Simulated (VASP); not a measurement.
# Ga15As17 (a cell with a defect) in VASP: relaxation of the atoms with PBE

Aim: the relaxation of the atoms of Ga15As17 (a cell with a defect) with PBE.

Program: VASP 6.6.1. These are calculated values, not measurements. Logs are shortened: lines on timing, memory, paths and dates and some standing lists are left out, and cuts for length are marked.

## Step 1: The structure

The cell holds a defect, 32 atoms: a = 9.960 Å, b = 9.960 Å, c = 9.960 Å, α = 109.47°, β = 109.47°, γ = 109.47°.

## Step 2: Relaxation of the atoms, PBE

The input, INCAR:

```
SYSTEM = Ga15As17
  PREC = Normal
  ENCUT = 450
  EDIFF = 1E-6
  ISMEAR = 1
  SIGMA = 0.1
  LREAL = Auto
  LASPH = .True.
  NELM = 80
  ALGO = Normal
  ISIF = 2
  LWAVE = .False.
  LCHARG = .False.
  GGA = PE
  IBRION = 2
  NSW = 70
  EDIFFG = -0.025
  ICORELEVEL = 1
  ISYM = 0
  KPAR = 2
  NCORE = 2
```

The input, KPOINTS:

```
Automatic mesh
0
Gamma
  3 3 3
  0 0 0
```

The input, POSCAR:

```
Ga15As17
1.0
    5.7502320000      5.7502320000     -5.7502320000
   -5.7502320000     -5.7502320000     -5.7502320000
   -5.7502320000      5.7502320000      5.7502320000
As Ga
17 15
Direct
    0.2500000000      0.7500000000      0.0000000000
    0.2500000000      0.5000000000      0.0000000000
    0.5000000000      0.2500000000      0.0000000000
    0.7500000000      0.0000000000      0.0000000000
    0.7500000000      0.5000000000      0.5000000000
    0.0000000000      0.5000000000      0.2500000000
    0.2500000000      0.2500000000      0.2500000000
    0.5000000000      0.0000000000      0.2500000000
    0.7500000000      0.7500000000      0.2500000000
    0.0000000000      0.7500000000      0.0000000000
    0.5000000000      0.5000000000      0.7500000000
    0.7500000000      0.2500000000      0.7500000000
    0.0000000000      0.2500000000      0.5000000000
    0.2500000000      0.0000000000      0.5000000000
    0.5000000000      0.7500000000      0.5000000000
    0.0000000000      0.0000000000      0.7500000000
    0.2500000000      0.7500000000      0.7500000000
    0.5000000000      0.5000000000      0.0000000000
    0.7500000000      0.2500000000      0.0000000000
    0.7500000000      0.7500000000      0.5000000000
    0.0000000000      0.7500000000      0.2500000000
    0.2500000000      0.5000000000      0.2500000000
    0.5000000000      0.2500000000      0.2500000000
    0.7500000000      0.0000000000      0.2500000000
    0.0000000000      0.0000000000      0.0000000000
    0.5000000000      0.7500000000      0.7500000000
    0.7500000000      0.5000000000      0.7500000000
    0.0000000000      0.5000000000      0.5000000000
    0.2500000000      0.2500000000      0.5000000000
    0.5000000000      0.0000000000      0.5000000000
    0.0000000000      0.2500000000      0.7500000000
    0.2500000000      0.0000000000      0.7500000000
```

Potentials or basis: VASP PAW PBE potentials, release 64 (As, Ga_d).

Run with:

```console
$ cat potpaw_PBE.64/As/POTCAR potpaw_PBE.64/Ga_d/POTCAR > POTCAR
$ mpirun -np 4 vasp_std > vasp.out
```

OUTCAR:

```text
SYSTEM = Ga15As17
   PREC = Normal
   ENCUT = 450
   EDIFF = 1E-6
   ISMEAR = 1
   LREAL = Auto
   LASPH = .True.
   NELM = 80
   ISIF = 2
   GGA = PE
   IBRION = 2
   NSW = 70
   EDIFFG = -0.025
   ISYM = 0

 ion  position               nearest neighbor table
   1  0.250  0.750  0.000-   2 2.49   8 2.49  10 2.49  17 2.49
   2  0.250  0.500  0.000-   1 2.49  18 2.49  22 2.49  31 2.49
   3  0.500  0.250  0.000-  18 2.49  19 2.49  23 2.49  32 2.49
   4  0.750  0.000  0.000-  19 2.49  24 2.49  25 2.49  26 2.49
   5  0.750  0.500  0.500-  20 2.49  23 2.49  27 2.49  28 2.49
   6  0.000  0.500  0.250-  19 2.49  21 2.49  22 2.49  28 2.49
[... 24 lines left out ...]
  31  0.000  0.250  0.750-   2 2.49  12 2.49  13 2.49  16 2.49
  32  0.250  0.000  0.750-   3 2.49  14 2.49  16 2.49  17 2.49

IMPORTANT INFORMATION: All symmetrisations will be switched off!
NOSYMM: (Re-)initialisation of all symmetry stuff for point group C_1.

----------------------------------------------------------------------------------------

                                     Primitive cell

  volume of cell :     760.5295

  direct lattice vectors                    reciprocal lattice vectors
     5.750232000  5.750232000 -5.750232000     0.000000000  0.086953013 -0.086953013
    -5.750232000 -5.750232000 -5.750232000    -0.086953013  0.000000000 -0.086953013
    -5.750232000  5.750232000  5.750232000    -0.086953013  0.086953013  0.000000000

  length of vectors
     9.959693979  9.959693979  9.959693979     0.122970131  0.122970131  0.122970131

  position of ions in fractional coordinates (direct lattice)
     0.250000000  0.750000000  0.000000000
     0.250000000  0.500000000  0.000000000
     0.500000000  0.250000000  0.000000000
     0.750000000  0.000000000  0.000000000
     0.750000000  0.500000000  0.500000000
     0.000000000  0.500000000  0.250000000
[... 24 lines left out ...]
     0.000000000  0.250000000  0.750000000
     0.250000000  0.000000000  0.750000000

  ion indices of the primitive-cell ions
   primitive index   ion index
                 1           1
                 2           2
                 3           3
                 4           4
                 5           5
                 6           6
[... 24 lines left out ...]
                31          31
                32          32

----------------------------------------------------------------------------------------

 KPOINTS: Automatic mesh

Automatic generation of k-mesh.
 Grid dimensions read from file:
 generate k-points for:    3    3    3

 Generating k-lattice:

  Cartesian coordinates                     Fractional coordinates (reciprocal lattice)
     0.000000000  0.028984338 -0.028984338     0.333333333  0.000000000  0.000000000
    -0.028984338  0.000000000 -0.028984338     0.000000000  0.333333333  0.000000000
    -0.028984338  0.028984338  0.000000000     0.000000000  0.000000000  0.333333333

  Length of vectors
     0.040990044  0.040990044  0.040990044

  Shift w.r.t. Gamma in fractional coordinates (k-lattice)
     0.000000000  0.000000000  0.000000000

 Subroutine IBZKPT returns following result:
 ===========================================

 Found     14 irreducible k-points:

 Following reciprocal coordinates:
            Coordinates               Weight
  0.000000  0.000000  0.000000      1.000000
  0.333333  0.000000  0.000000      2.000000
  0.000000  0.333333  0.000000      2.000000
  0.000000  0.000000  0.333333      2.000000
  0.333333  0.000000 -0.333333      2.000000
  0.333333 -0.333333  0.000000      2.000000
  0.000000  0.333333 -0.333333      2.000000
  0.333333  0.333333  0.000000      2.000000
  0.000000  0.333333  0.333333      2.000000
  0.333333  0.000000  0.333333      2.000000
 -0.333333 -0.333333 -0.333333      2.000000
 -0.333333  0.333333  0.333333      2.000000
  0.333333 -0.333333  0.333333      2.000000
  0.333333  0.333333 -0.333333      2.000000
   k-points           NKPTS =     14   k-points in BZ     NKDIM =     14   number of bands    NBANDS=    168
   number of dos      NEDOS =    301   number of ions     NIONS =     32
   total plane-waves  NPLWV = 157464
   dimension x,y,z NGX =    54 NGY =   54 NGZ =   54
   dimension x,y,z NGXF=   108 NGYF=  108 NGZF=  108
   ions per type =              17  15
   NGX,Y,Z   is equivalent  to a cutoff of   9.01,  9.01,  9.01 a.u.
   NGXF,Y,Z  is equivalent  to a cutoff of  18.03, 18.03, 18.03 a.u.
 SYSTEM =  Ga15As17
   PREC   = normal    normal or accurate (medium, high low for compatibility)
   ISTART =      0    job   : 0-new  1-cont  2-samecut
   ICHARG =      2    charge: 1-file 2-atom 10-const
   ISPIN  =      1    spin polarized calculation?
   LNONCOLLINEAR =      F non collinear calculations
   LSORBIT =      F    spin-orbit coupling
   LASPH  =      T    aspherical Exc in radial PAW
   ENCUT  =  450.0 eV  33.07 Ry    5.75 a.u.  17.23 17.23 17.23*2*pi/ulx,y,z
   NELM   =     80;   NELMIN=  2; NELMDL= -5     # of ELM steps
   EDIFF  = 0.1E-05   stopping-criterion for ELM
   LREAL  =      T    real-space projection
   EDIFFG = -.3E-01   stopping-criterion for IOM
   NSW    =     70    number of steps for IOM
   IBRION =      2    ionic relax: 0-MD 1-quasi-New 2-CG
   NFREE  =      1    steps in history (QN), initial steepest desc. (CG)
   ISIF   =      2    stress and relaxation
   ISYM   =      0    0-nonsym 1-usesym 2-fastsym
   POTIM  = 0.5000    time-step for ionic-motion
   TEBEG  =    0.0;   TEEND  =   0.0 temperature during run
   PSTRESS=    0.0 pullay stress
   NELECT =     280.0000    total number of electrons
   NUPDOWN=      -1.0000    fix difference up-down
   EMIN   =  10.00;   EMAX   =-10.00  energy-range for DOS
   EFERMI =   0.00;   METHOD = LEGACY
   ISMEAR =     1;   SIGMA  =   0.10  broadening in eV -4-tet -1-fermi 0-gaus
   EFERMI_NEDOS =   21; number of points for ismear=-14 and -15
   IALGO  =     38    algorithm
   IMIX   =      4    mixing-type and parameters
     AMIX     =   0.40;   BMIX     =  1.00
     AMIX_MAG =   1.60;   BMIX_MAG =  1.00
  volume/ion in A,a.u.               =      23.77       160.38
  Fermi-wavevector in a.u.,A,eV,Ry     =   1.173335  2.217282 18.731355  1.376716
  Thomas-Fermi vector in A             =   2.309750
   LORBIT       =      0    0 simple, 1 ext, 2 COOP (PROOUT), +10 PAW based schemes
   GGA     = PE    functional components
   LHFCALC =     F    Hartree Fock is set to
   AEXX    =    0.0000 exact exchange contribution
   IVDW    =     0    specifies the selected vdW correction
   LEPSILON=     F    determine dielectric tensor
   LRPA    =     F    only Hartree local field effects (RPA)
 conjugate gradient relaxation of ions
 non-spin polarized calculation
 Methfessel and Paxton  Order N= 1 SIGMA  =   0.10
  energy-cutoff  :      450.00
  volume of cell :      760.53
 maximum number of plane-waves:     16488
   NGX = 35   NGY = 35   NGZ = 35

--------------------------------------- Ionic step        1  -------------------------------------------

 number of electron     279.9998703 magnetization

 Free energy of the ion-electron system (eV)
  ---------------------------------------------------
  ext. energy  EPLUGINS =         0.00000000
  ---------------------------------------------------
  free energy    TOTEN  =      -131.97227491 eV

  energy without entropy =     -131.97522791  energy(sigma->0) =     -131.97325924

------------------------ aborting loop because EDIFF is reached ----------------------------------------

  FORCE on cell =-STRESS in cart. coord.  units (eV):
  Direction    XX          YY          ZZ          XY          YZ          ZX
  --------------------------------------------------------------------------------------
  -------------------------------------------------------------------------------------
  Total        5.2476232      5.2475265      5.2602645      0.0015400      0.0014774     -0.0015152
  in kB       11.0549589     11.0547551     11.0815899      0.0032443      0.0031124     -0.0031920
  external PRESSURE =      11.0637680 kB  Pullay stress =       0.0000000 kB
[... 315 lines left out ...]
  energy  without entropy=     -132.2211898875  energy(sigma->0) =     -132.21920915

--------------------------------------- Ionic step        6  -------------------------------------------

 number of electron     279.9999362 magnetization

 Free energy of the ion-electron system (eV)
  ---------------------------------------------------
  ext. energy  EPLUGINS =         0.00000000
  ---------------------------------------------------
  free energy    TOTEN  =      -132.22448821 eV

  energy without entropy =     -132.22737136  energy(sigma->0) =     -132.22544926

 the core state eigenenergies are
   1-  1s -11709.3713  2s  -1477.8910  2p  -1294.7282  3s   -181.7894  3p   -125.1686
       3d    -32.1840
   2-  1s -11708.5782  2s  -1477.1429  2p  -1293.9716  3s   -181.0891  3p   -124.4676
       3d    -31.4878
   3-  1s -11708.4869  2s  -1477.0590  2p  -1293.8866  3s   -181.0122  3p   -124.3908
       3d    -31.4124
   4-  1s -11708.4869  2s  -1477.0590  2p  -1293.8866  3s   -181.0122  3p   -124.3908
       3d    -31.4124
   5-  1s -11708.4868  2s  -1477.0589  2p  -1293.8865  3s   -181.0121  3p   -124.3907
       3d    -31.4123
   6-  1s -11708.4869  2s  -1477.0590  2p  -1293.8866  3s   -181.0122  3p   -124.3908
       3d    -31.4124
   7-  1s -11708.4868  2s  -1477.0589  2p  -1293.8865  3s   -181.0121  3p   -124.3907
       3d    -31.4123
   8-  1s -11708.5783  2s  -1477.1429  2p  -1293.9717  3s   -181.0891  3p   -124.4676
       3d    -31.4878
   9-  1s -11708.4868  2s  -1477.0589  2p  -1293.8864  3s   -181.0121  3p   -124.3907
       3d    -31.4123
  10-  1s -11708.5782  2s  -1477.1429  2p  -1293.9716  3s   -181.0891  3p   -124.4676
       3d    -31.4878
  11-  1s -11708.4868  2s  -1477.0589  2p  -1293.8865  3s   -181.0122  3p   -124.3907
       3d    -31.4123
[... 36 lines left out ...]
  30-  1s -10220.7422  2s  -1254.1327  2p  -1090.5987  3s   -140.1096  3p    -90.8401

  31-  1s -10220.7425  2s  -1254.1330  2p  -1090.5990  3s   -140.1098  3p    -90.8403

  32-  1s -10220.7425  2s  -1254.1329  2p  -1090.5990  3s   -140.1098  3p    -90.8403

 E-fermi :   4.1745     XC(G=0):  -9.3614

 val. band max:        4.0903445427   @ k =   0.3333   0.0000  -0.3333
 cond. band min:       4.2615879929   @ k =   0.0000   0.0000   0.0000
 fundamental gap:      0.1712434501
 Fermi energy:         4.1745451701

 k-point     1 :       0.0000    0.0000    0.0000
  band No.  band energies     occupation
      1     -11.3155      2.00000
      2     -11.3155      2.00000
      3     -11.3155      2.00000
      4     -11.3077      2.00000
      5     -11.2961      2.00000
      6     -11.2961      2.00000
[... 2159 lines left out ...]
    151       6.1618     -0.00000
    152       6.3382      0.00000
 [bands above 152 left out]

------------------------ aborting loop because EDIFF is reached ----------------------------------------

  FORCE on cell =-STRESS in cart. coord.  units (eV):
  Direction    XX          YY          ZZ          XY          YZ          ZX
  --------------------------------------------------------------------------------------
  -------------------------------------------------------------------------------------
  Total        4.2530357      4.2531001      4.3021358      0.0015154      0.0015417     -0.0015124
  in kB        8.9597010      8.9598366      9.0631383      0.0031925      0.0032478     -0.0031860
  external PRESSURE =       8.9942253 kB  Pullay stress =       0.0000000 kB
[... 47 lines left out ...]
  FREE ENERGIE OF THE ION-ELECTRON SYSTEM (eV)
  ---------------------------------------------------
  free  energy   TOTEN  =      -132.2244882075 eV

  energy  without entropy=     -132.2273713581  energy(sigma->0) =     -132.22544926

 reached required accuracy - stopping structural energy minimisation
```

It took 16 min on 4 MPI ranks of Intel Xeon 6975P-C (Granite Rapids), shared host; peak memory 0.57 GiB.

Results:

* Free energy: -132.2245 eV
* Energy gained by relaxing: 7.9 meV/atom
* Ionic steps: 6
* Pressure after relaxing: 0.9 GPa
* Largest force after relaxing: 0.022 eV/Å
* Band gap on the k mesh: 0.17 eV, indirect (least direct gap 0.84 eV)

Forces on the atoms (eV/Å):
```
As   0.000  0.000  0.000
As  -0.001 -0.001  0.003
As   0.012  0.012  0.002
As  -0.012 -0.013  0.002
As  -0.015  0.003 -0.012
As   0.012 -0.012 -0.002
As   0.003  0.015  0.012
As   0.001 -0.001 -0.003
As  -0.015 -0.003  0.012
As   0.001  0.001  0.003
As  -0.003 -0.015  0.012
As  -0.012  0.012 -0.002
As  -0.003  0.015 -0.012
As   0.003 -0.015 -0.012
As   0.015 -0.003 -0.012
As   0.015  0.003  0.012
As  -0.001  0.001 -0.003
Ga   0.014  0.015  0.008
Ga   0.000  0.000  0.000
Ga   0.000  0.000  0.000
Ga  -0.010 -0.011  0.008
Ga   0.011  0.010  0.009
Ga  -0.010  0.011 -0.009
Ga  -0.011  0.010 -0.009
Ga  -0.014 -0.014  0.008
Ga   0.010 -0.011 -0.009
Ga  -0.011 -0.010  0.008
Ga   0.014 -0.014 -0.008
Ga   0.000  0.000  0.000
Ga  -0.014  0.014 -0.008
Ga   0.010  0.011  0.008
Ga   0.011 -0.010 -0.009
```

Step by step:
```tsv
step	energy change (eV)	largest force (eV/Å)	pressure (GPa)
1	0.0000	1.0121	1.11
2	-0.1551	0.5435	1.01
3	-0.2284	0.1575	0.92
4	-0.2285	0.1594	0.92
5	-0.2459	0.0849	0.90
6	-0.2522	0.0221	0.90
```

Final structure:
```
As Ga
1.0
     5.75023    5.75023   -5.75023
    -5.75023   -5.75023   -5.75023
    -5.75023    5.75023    5.75023
As Ga
17 15
Direct
  0.25000 0.75000 0.00000
  0.25010 0.48764 0.00000
  0.50077 0.24980 0.00000
  0.74980 0.00077 0.00000
  0.75013 0.50090 0.50012
  0.99923 0.49923 0.24903
  0.24999 0.24987 0.25077
  0.51236 0.01236 0.26246
  0.74987 0.74999 0.25077
  0.98764 0.75010 0.00000
  0.49910 0.49922 0.74923
  0.75020 0.25020 0.75097
  0.00090 0.25013 0.50012
  0.25001 0.00078 0.49988
  0.50078 0.75001 0.49988
  0.99922 0.99910 0.74923
  0.24990 0.74990 0.73754
  0.50248 0.49955 0.00000
  0.75000 0.25000 0.00000
  0.75000 0.75000 0.50000
  0.99955 0.75000 0.25249
  0.25000 0.49955 0.25249
  0.50045 0.25295 0.25046
  0.75295 0.00045 0.25046
  0.99955 0.00248 0.00000
  0.50249 0.75000 0.74954
  0.74706 0.49751 0.74751
  0.99752 0.49752 0.49706
  0.25000 0.25000 0.50000
  0.50045 0.00045 0.50294
  0.99751 0.24706 0.74751
  0.25000 0.00249 0.74954
```

Core levels (eV, on the scale of the bands):
| atom | levels |
| --- | --- |
| 1 As | 1s -11709.4, 2s -1477.9, 2p -1294.7, 3s -181.8, 3p -125.2, 3d -32.2 |
| 2 As | 1s -11708.6, 2s -1477.1, 2p -1294.0, 3s -181.1, 3p -124.5, 3d -31.5 |
| 3 As | 1s -11708.5, 2s -1477.1, 2p -1293.9, 3s -181.0, 3p -124.4, 3d -31.4 |
| 4 As | 1s -11708.5, 2s -1477.1, 2p -1293.9, 3s -181.0, 3p -124.4, 3d -31.4 |
| 5 As | 1s -11708.5, 2s -1477.1, 2p -1293.9, 3s -181.0, 3p -124.4, 3d -31.4 |
| 6 As | 1s -11708.5, 2s -1477.1, 2p -1293.9, 3s -181.0, 3p -124.4, 3d -31.4 |
